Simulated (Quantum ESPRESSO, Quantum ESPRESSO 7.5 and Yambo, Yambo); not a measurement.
**BN (P6_3/mmc): Bethe-Salpeter spectra with Yambo**

Aim: follow the lowest exciton of BN (P6_3/mmc) as the mesh is refined.

Main program and level: Quantum ESPRESSO 7.5 and Yambo 5.3.0; PBE and many-body steps on it, plane waves.

### Step 1. Set-up

The structure is hexagonal, space group P6_3/mmc (No. 194). The conventional cell has a = 2.504 Å, b = 2.504 Å, c = 6.661 Å, α = 90.00°, β = 90.00°, γ = 120.00°. B has 3 N at 1.45 Å nearest. Nearest to N lie 3 B at 1.45 Å. Farther neighbours and most contacts between anions are not listed.

The cell and positions come from the Crystallography Open Database and are kept as given unless a step says otherwise.

### Step 2. Empty states on the mesh, 6×6×2 mesh, 90 bands

This step: Quantum ESPRESSO 7.5; DFT, PBE, plane waves, norm-conserving pseudopotentials.

The sums over transitions need many empty states on a uniform mesh; this step solves for them.

Contents of pw.in:

```
&control
  calculation = 'nscf'
  prefix = 'x'
  outdir = 'o'
  pseudo_dir = 'pseudo'
/
&system
  ibrav = 0
  nat = 4
  ntyp = 2
  ecutwfc = 72.0
  nbnd = 90
  force_symmorphic = .true.
/
&electrons
  conv_thr = 1e-9
  electron_maxstep = 80
  diago_full_acc = .true.
  diago_thr_init = 5e-6
/
ATOMIC_SPECIES
  B 10.81 B.upf
  N 14.007 N.upf
CELL_PARAMETERS angstrom
  2.5039900000 0.0000000000 0.0000000000
  -1.2519950000 2.1685189508 0.0000000000
  0.0000000000 0.0000000000 6.6612000000
ATOMIC_POSITIONS crystal
  B 0.3333333333 0.6666666667 0.2500000000
  B 0.6666666667 0.3333333333 0.7500000000
  N 0.3333333333 0.6666666667 0.7500000000
  N 0.6666666667 0.3333333333 0.2500000000
K_POINTS automatic
  6 6 2 0 0 0
```

Command:

```sh
$ OMP_NUM_THREADS=1 mpirun -n 8 pw.x -nk 4 -in pw.in > pw.out
```

Output:

```text
Program PWSCF v.7.5 starts

     This program is part of the open-source Quantum ESPRESSO suite
     for quantum simulation of materials; please cite
         "P. Giannozzi et al., J. Phys.:Condens. Matter 21 395502 (2009);
         "P. Giannozzi et al., J. Phys.:Condens. Matter 29 465901 (2017);
         "P. Giannozzi et al., J. Chem. Phys. 152 154105 (2020);
     in publications or presentations arising from this work. More details at

     Atomic positions and unit cell read from directory:
     o/x.save/

     Message from routine setup:
[...]
98.9302  98.9302

          k = 0.0000 0.1925 0.0000 (  2533 PWs)   bands (ev):

[...]
85.4592  85.6248  86.7855  87.9078  88.2001  88.5944  88.7066  89.6955
    90.5161  91.2107  92.6745  93.3327  94.6897  94.9386  97.7736  97.8364
    97.9892  98.2630

          k = 0.0000 0.1925-0.1880 (  2542 PWs)   bands (ev):

     [... further k-points ...]

     highest occupied, lowest unoccupied level (ev):     4.6985    9.0127

     XML data file, pseudopotentials, collected wavefunctions

=------------------------------------------------------------------------------=
   JOB DONE.
=------------------------------------------------------------------------------=
```

Elapsed: 3.8 s, on 8 MPI ranks of Arm Neoverse V2, shared host; peak memory 0.42 GiB.

This step gave:

| Property | Result |
| --- | --- |
| gap | 4.314 eV |
| k of the valence top | 0.3333, 0.3333, -0.5 |
| k of the conduction bottom | 0, -0.5, 0 |
| least direct gap | 4.670 eV |
| k points computed | 14 |
| lowest point of the top converged band, above the valence top | 87.1117 eV |

On this mesh the gap is 4.314 eV.

The density comes from a self-consistent run that is not shown.

### Step 3. Conversion and set-up

This step: Yambo 5.3.0; conversion and set-up on PBE, plane waves, norm-conserving pseudopotentials.

The states are converted to the many-body program's format and the q mesh is built.

Command:

```sh
$ (cd o/x.save; p2y > p2y.log; mv SAVE ../..); yambo > setup.log
```

Output:

```text
 Yambo, version 5.3.0

 [02] CORE Variables Setup
 =========================

  [02.01] Unit cells
  ==================

  Cell kind             :  HCP
  Atoms in the cell     :  B  N
  number of B  atoms    :  2
  number of N  atoms    :  2

  List of atomic masses
  Mass of B     :  10.81000
  Mass of N     :  14.00700

  List of atomic coordinates    : [cc]
  B1       : -0.23659E-09   2.7319       3.1470      order 1
  B2       :  2.365928  1.365969  9.440883  order 2
  N1       : -0.23659E-09   2.7319       9.4409      order 3
[...]
Q [ 1]         [rlu]:  0.000000  0.000000  0.000000
 Q [ 2]         [rlu]:  0.000000  0.000000 -0.500000
 Q [ 3]         [rlu]:  0.45246E-17  0.16667       0.0000
[...]
Q [ 8]         [rlu]: -0.13574E-16 -0.50000     -0.50000
 Q [ 9]         [rlu]:  0.166667  0.166667  0.000000
 Q [10]         [rlu]:  0.166667  0.166667 -0.500000
 Q [11]         [rlu]:  0.166667  0.333333  0.000000
 Q [12]         [rlu]:  0.166667  0.333333 -0.500000
 Q [13]         [rlu]:  0.333333  0.333333  0.000000
 Q [14]         [rlu]:  0.333333  0.333333 -0.500000

  [03.01] X indexes
  =================

   [03.01.01] Sigma indexes
   ========================

 [06] Game Over & Game summary
```

Wall time 1.7 s (1 MPI rank); peak memory 0.24 GiB.

### Step 4. Screening and self-energy, 6×6×2 mesh, 90 bands, screening to 163.3 eV

G0W0 replaces the xc potential by the self-energy, built once from these orbitals. Only a window of levels is corrected, while the sums run over the empty bands that the input names.

This step: G0W0 on PBE, plane waves, norm-conserving pseudopotentials.

Contents of gw1.in:

```
HF_and_locXC
gw0
dyson
ppa
em1d
rim_cut
RandQpts= 1000000
RandGvec= 1 RL
EXXRLvcs= 72 Ry
VXCRLvcs= 288 Ry
Chimod= "HARTREE"
% BndsRnXp
 1 | 90 |
%
NGsBlkXp= 12 Ry
% LongDrXp
 1 | 1 | 1 |
%
% GbndRnge
 1 | 90 |
%
DysSolver= "n"
ExtendOut
PPAPntXp= 27.21138 eV
% QPkrange
 14 | 14 | 7 | 10 |
 7 | 7 | 7 | 10 |
 1 | 1 | 7 | 10 |
%
```

Command:

```sh
$ OMP_NUM_THREADS=1 mpirun -n 8 yambo -F gw1.in -J gw1 -C gw1 > gw1.log
```

Output:

```text
 Yambo, version 5.3.0

 [02] CORE Variables Setup
 =========================

  [... cell, symmetries and grids as in the set-up ...]

  [02.05] Energies & Occupations
  ==============================

  [X] === General ===
  [X] Electronic Temperature                        :  0.000000  0.000000 [eV K]
  [X] Bosonic    Temperature                        :  0.000000  0.000000 [eV K]
  [X] Finite Temperature mode                       : no
  [X] El. density                                   :  0.44236E+24 [cm-3]
[...]
QP @ state[ 2 ] b range                          :   7  10
   QP @ state[ 3 ] K range                          :  14  14
   QP @ state[ 3 ] b range                          :   7  10
   GF energies kind                                 : Perdew, Burke & Ernzerhof(X)+Perdew, Burke & Ernzerhof(C)
   GF WF`s kind                                     : Perdew, Burke & Ernzerhof(X)+Perdew, Burke & Ernzerhof(C)
   Xs energies kind                                 : Perdew, Burke & Ernzerhof(X)+Perdew, Burke & Ernzerhof(C)
   Xs WF`s kind                                     : Perdew, Burke & Ernzerhof(X)+Perdew, Burke & Ernzerhof(C)

 [11] Game Over & Game summary
```

Run time: 35 s. Hardware: 8 MPI ranks; peak memory 2.8 GiB.

Numbers from this step:

```yaml
g0w0_gap_on_the_points_computed: 5.636 eV
starting_gap_on_the_mesh: 4.314 eV
k_of_the_valence_top: 0.3333, 0.3333, -0.5
k_of_the_conduction_bottom: 0, -0.5, 0
least_direct_g0w0_gap_on_the_computed_points: 6.119 eV
```

The gap on the mesh goes from 4.31 eV to 5.64 eV, a correction of +1.32 eV.

The gap opens by 1.322 eV; the next steps shift the empty bands rigidly by 1.450 eV, the correction at the start's least direct gap.

### Step 5. Empty states on the mesh, 6×6×2 mesh, 16 bands

This step: Quantum ESPRESSO 7.5; DFT, PBE, plane waves, norm-conserving pseudopotentials.

Edit pw.in of step 2 so:

```diff
@@ -11,3 +11,3 @@
   ecutwfc = 72.0
-  nbnd = 90
+  nbnd = 16
   force_symmorphic = .true.
```

Command:

```sh
$ OMP_NUM_THREADS=1 mpirun -n 8 pw.x -nk 4 -in pw.in > pw.out
```

Output:

```text
[banner, memory and clock lines left out]
Program PWSCF v.7.5 starts

     Atomic positions and unit cell read from directory:
     o/x.save/

     Message from routine setup:
     using ibrav=0 with symmetry is DISCOURAGED, use correct ibrav instead

     bravais-lattice index     =            0
     lattice parameter (alat)  =       4.7319  a.u.
     unit-cell volume          =     244.0871 (a.u.)^3
     number of atoms/cell      =            4
     number of atomic types    =            2
     number of electrons       =        16.00
[...]
k = 0.0000 0.0000-0.1880 (  2518 PWs)   bands (ev):

   -12.9409 -12.9409  -0.5699  -0.5699   3.3741   3.3741   3.3741   3.3741
    12.3076  12.3076  16.4014  16.4014  16.4014  16.4014  17.4724  17.4724

          k = 0.0000 0.1925 0.0000 (  2533 PWs)   bands (ev):

   -12.5439 -12.2744  -0.7552   1.2533   1.3869   1.4251   2.4594   2.5073
    10.8708  14.4851  15.7738  15.8462  16.2924  18.5434  18.5535  18.6558

          k = 0.0000 0.1925-0.1880 (  2542 PWs)   bands (ev):

     [... further k-points ...]

     highest occupied, lowest unoccupied level (ev):     4.6985    9.0127

     XML data file, pseudopotentials, collected wavefunctions
```

Elapsed: 1.1 s, on 8 MPI ranks; peak memory 0.05 GiB.

This step gave:

- gap: 4.314 eV
- k of the valence top: 0.3333, 0.3333, -0.5
- k of the conduction bottom: 0, -0.5, 0
- least direct gap: 4.670 eV
- k points computed: 14
- lowest point of the top converged band, above the valence top: 12.77 eV

On this mesh the gap is 4.314 eV.

### Step 6. Conversion and set-up

This step: Yambo 5.3.0; conversion and set-up on PBE, plane waves, norm-conserving pseudopotentials.

Command:

```sh
$ (cd o/x.save; p2y > p2y.log; mv SAVE ../..); yambo > setup.log
```

Output:

```text
 Yambo, version 5.3.0

 [02] CORE Variables Setup
 =========================

  [02.01] Unit cells
  ==================

  Cell kind             :  HCP
  Atoms in the cell     :  B  N
  number of B  atoms    :  2
  number of N  atoms    :  2

  List of atomic masses
  Mass of B     :  10.81000
  Mass of N     :  14.00700

  List of atomic coordinates    : [cc]
  B1       : -0.23659E-09   2.7319       3.1470      order 1
  B2       :  2.365928  1.365969  9.440883  order 2
  N1       : -0.23659E-09   2.7319       9.4409      order 3
[...]
Q [ 1]         [rlu]:  0.000000  0.000000  0.000000
 Q [ 2]         [rlu]:  0.000000  0.000000 -0.500000
 Q [ 3]         [rlu]:  0.45246E-17  0.16667       0.0000
[...]
Q [ 8]         [rlu]: -0.13574E-16 -0.50000     -0.50000
 Q [ 9]         [rlu]:  0.166667  0.166667  0.000000
 Q [10]         [rlu]:  0.166667  0.166667 -0.500000
 Q [11]         [rlu]:  0.166667  0.333333  0.000000
 Q [12]         [rlu]:  0.166667  0.333333 -0.500000
 Q [13]         [rlu]:  0.333333  0.333333  0.000000
 Q [14]         [rlu]:  0.333333  0.333333 -0.500000

  [03.01] X indexes
  =================

   [03.01.01] Sigma indexes
   ========================

 [06] Game Over & Game summary
```

It took 1.7 s on 1 MPI rank; peak memory 0.24 GiB.

(Part 1 of 5 ends here.)

[Paths, hosts, dates, memory and timing lines, banners, echoed tables and standing remarks are left out of the program output.]

[Logs are printed without paths, hosts, clocks, repeated set-up lines and the standing remarks that a program may print on its own settings, such as how far it seeks lower states.]

[Runs of the session that timed out or met a known fault of the program may be left out.]

[Hosts, paths, dates, database ids (printed as entryN), source tags and the programs' standing remarks are cut or masked in the printed files.]
